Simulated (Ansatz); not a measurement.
**Point defect: C vacancy in SiC**

Method: DFT LDA, scalar-relativistic, plane waves, PAW in Ansatz. Run with 420 eV cutoff, 2×2×2 k-mesh, Gaussian smearing of 0.01 eV, collinear spin in charge +1, -1 alone.

Host crystal, relaxed:

```
CELL_PARAMETERS angstrom
3.05842 0.00000 0.00000
-1.52921 2.64867 0.00000
0.00000 0.00000 10.01215
ATOMIC_POSITIONS crystal
Si 0.66667 0.33333 0.93784
Si 0.33333 0.66667 0.43784
Si 0.00000 0.00000 0.68790
Si 0.00000 0.00000 0.18790
C 0.66667 0.33333 0.74981
C 0.33333 0.66667 0.24981
C 0.00000 0.00000 0.50045
C 0.00000 0.00000 0.00045
```

Supercell of 32 atoms, rows in host cell vectors: 0 -2 0; -2 0 0; 0 0 -1. Atoms relax at the host's cell from a start displaced at random by 0.06 Å near the defect, so other minima may exist. The cell is small, so energies carry finite-size errors of tenths of an eV. The host's Kohn–Sham gap is 2.18 eV.

Defect: C vacancy, charge -1.

Command:

```bash
ansatz run input.yaml --threads 4 --pin off --max-ram 8192MiB --backend cpu --events-out ev --progress --plain --runs-dir out
```

The input:

```yaml
crystal:
  lattice:
    - [3.0584217931, -5.2973419482, 0.0]
    - [-6.1168435962, 5.7e-09, 0.0]
    - [0.0, 0.0, -10.0121483307]
  atoms:
    - { symbol: Si, position: [0.3364696154, 0.1722644165, 0.0660720594], spin: 0.25 }
    - { symbol: Si, position: [0.8339819514, 0.1684486063, 0.0618102164] }
    - { symbol: Si, position: [0.3327574704, 0.6672541436, 0.0618503955] }
    - { symbol: Si, position: [0.8339878594, 0.6671742394, 0.0618241926] }
    - { symbol: Si, position: [0.1672180893, 0.3340546829, 0.5622824856] }
    - { symbol: Si, position: [0.666581837, 0.3340351464, 0.5622707842] }
    - { symbol: Si, position: [0.1672560466, 0.8346385223, 0.5622513956] }
    - { symbol: Si, position: [0.6670767995, 0.8342843954, 0.5612252408] }
    - { symbol: Si, position: [-0.0039643311, 0.0003213868, 0.3105772184], spin: 0.25 }
    - { symbol: Si, position: [0.503169526, -0.0053929491, 0.3123846305], spin: 0.25 }
    - { symbol: Si, position: [0.0003807083, 0.5009123761, 0.3126757983] }
    - { symbol: Si, position: [0.5022969891, 0.5126121369, 0.3120511888], spin: 0.25 }
    - { symbol: Si, position: [0.4996985734, 0.4997847528, 0.8128559145] }
    - { symbol: Si, position: [1.0002542291, 0.5009126057, 0.8114838089] }
    - { symbol: Si, position: [0.4996629454, 1.0015205485, 0.8128181911] }
    - { symbol: Si, position: [1.0013670438, 1.0014381511, 0.8128367351] }
    - { symbol: C, position: [0.8353354438, 0.1708376068, 0.2489242953] }
    - { symbol: C, position: [0.3303866789, 0.6661087383, 0.2489418041] }
    - { symbol: C, position: [0.8354120393, 0.6659640418, 0.2489271301] }
    - { symbol: C, position: [0.1670413481, 0.3340982922, 0.7505378623] }
    - { symbol: C, position: [0.6666766852, 0.3341379613, 0.7505271241] }
    - { symbol: C, position: [0.1670429818, 0.834476398, 0.7505041861] }
    - { symbol: C, position: [0.6669379543, 0.8342976154, 0.7511492234] }
    - { symbol: C, position: [0.4999221433, 0.5000703845, 0.4995816033] }
    - { symbol: C, position: [1.0003413634, 0.5008955736, 0.499937403] }
    - { symbol: C, position: [0.4999740122, 1.0013102322, 0.4995802818] }
    - { symbol: C, position: [1.0013179109, 1.001368056, 0.4994980691] }
    - { symbol: C, position: [0.000774446, 0.001204769, 1.0014657415] }
    - { symbol: C, position: [0.4998869903, 0.0013206769, 1.0014854202] }
    - { symbol: C, position: [0.0002529295, 0.5009555694, 0.998638476] }
    - { symbol: C, position: [0.4999078289, 0.5003509005, 1.0015380356] }
  host:
    lattice:
      - [3.0584217981, -2.9e-09, 0.0]
      - [-1.5292108966, 2.6486709741, 0.0]
      - [0.0, 0.0, 10.0121483307]
    atoms:
      - { symbol: Si, position: [0.6666666667, 0.3333333333, 0.9378414607] }
      - { symbol: Si, position: [0.3333333333, 0.6666666667, 0.4378414607] }
      - { symbol: Si, position: [0.0, 0.0, 0.6879005828] }
      - { symbol: Si, position: [0.0, 0.0, 0.1879005828] }
      - { symbol: C, position: [0.6666666667, 0.3333333333, 0.7498077819] }
      - { symbol: C, position: [0.3333333333, 0.6666666667, 0.2498077819] }
      - { symbol: C, position: [0.0, 0.0, 0.5004491746] }
      - { symbol: C, position: [0.0, 0.0, 0.0004491746] }
total_charge: -1
basis:
  ecutwfc: 420
  xc_grid: 2
kpoints:
  mp_grid: { grid: [2, 2, 2], shift: [0.0, 0.0, 0.0] }
hamiltonian:
  xc: lda
scf:
  occupations: { method: gaussian, width: 0.01 }
output:
  forces: true
  stress: false
  eigenvalues: true
  populations: true
  charged_corrections:
    defect_position: [0.33333333, 0.16666667, 0.25019222]
    epsilon: [[10.2735, 0.0, 0.0], [0.0, 10.2735, 0.0], [0.0, 0.0, 10.9573]]
magnetization:
  spin_polarized: true
relax:
  adjacent_minimum: "off"
  f_tol: 0.025
  max_steps: 45
```

From the output:

```
Warning: RAYON_NUM_THREADS=4 ignored (pool sized by the plan → 4); use --threads N
Crystal: 31 atoms, lattice volume = 324.424 Å³
Basis set: ecut = 420 eV, 6339 PW (Γ), exchange–correlation on 90×90×144 points (8 copies of the dense FFT grid, shifted against one another)
Bands: 94, of which v1, the nominal top of the filled ones, is band 63 counted from 1 (62 counted from 0)
Symmetry: 1 space group operations
Space group: P1 (ITA 1), of the structure as read, at distance tolerance 6.9e-5 Å
k-points: 8
relax step   1: F+E_penalty+E_count = -13376.33455042 eV  Δ(F+E_penalty+E_count) = +0.000e0 eV  max|allowed force component| = 1.384e0 eV/Å  Δτ_max = 0.0000 Å
relax step   2: F+E_penalty+E_count = -13376.51066210 eV  Δ(F+E_penalty+E_count) = -1.761e-1 eV  max|allowed force component| = 6.852e-1 eV/Å  Δτ_max = 0.0586 Å
relax step   3: F+E_penalty+E_count = -13376.59185333 eV  Δ(F+E_penalty+E_count) = -8.119e-2 eV  max|allowed force component| = 2.562e-1 eV/Å  Δτ_max = 0.0550 Å
relax step   4: F+E_penalty+E_count = -13376.56438037 eV  Δ(F+E_penalty+E_count) = +2.747e-2 eV  max|allowed force component| = 4.493e-1 eV/Å  Δτ_max = 0.0694 Å
relax step   5: F+E_penalty+E_count = -13376.60784206 eV  Δ(F+E_penalty+E_count) = -1.599e-2 eV  max|allowed force component| = 2.474e-2 eV/Å  Δτ_max = 0.0239 Å
SCF converged after 6 iterations
Free energy (F): -13376.607842 eV
E sigma→0 (E₀):  -13376.607360 eV
Fermi energy:    11.288153 eV
```

The relaxation gained 0.27 eV in 5 steps. It took 87 s on 4 threads of Arm Neoverse N1 (shared host), peak memory 1.2 GiB.